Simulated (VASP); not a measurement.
Input of a VASP 6.6.1 run:

Contents of INCAR:

```
PREC     = Accurate       # precision mode
ENCUT    = 520            # plane-wave cutoff, eV
EDIFF    = 1E-7           # SCF threshold, eV
ISMEAR   = 0              # smearing method
SIGMA    = 0.1            # smearing width, eV
LREAL    = False          # projectors in reciprocal space
LASPH    = True           # aspherical terms in the spheres
NELM     = 100            # most SCF steps
ALGO     = Fast           # electronic algorithm
ISIF     = 2              # what is computed and relaxed
LWAVE    = False          # write WAVECAR
LCHARG   = False          # write CHGCAR
LDIPOL   = True         
IDIPOL   = 3            
DIPOL    = 0.5 0.5 0.500
GGA      = PE             # functional
IVDW     = 12             # dispersion correction
NBANDS   = 21             # bands
```

KPOINTS

```
Automatic mesh
0
Gamma
  12 12 1
```

The input POSCAR:

```
Pb
1.0
    4.8872721719      0.0000000000      0.0000000000
   -2.4436360860      4.2325018561      0.0000000000
    0.0000000000      0.0000000000     28.0000000000
Pb
2
Direct
    0.3333333333      0.6666666667      0.5170584822
    0.6666666667      0.3333333333      0.4829415178
```

Potentials or basis: VASP PAW PBE potentials, release 64 (Pb_d).

The run is started by

```console
$ cat potpaw_PBE.64/Pb_d/POTCAR > POTCAR
$ mpirun -np 1 vasp_std > vasp.out
```

**Question.** Estimate the dispersion energy per atom.

**Answer.** -0.153 eV.

**Question.** What does it give for the band gap on the k mesh?

**Answer.** None (metal or under the smearing width).

Forces in eV/Å, atoms in the order of the input:
```
Pb   0.000  0.000  0.002
Pb   0.000  0.000 -0.002
```

The run has no spin-orbit coupling, so splittings on Pb are missing.
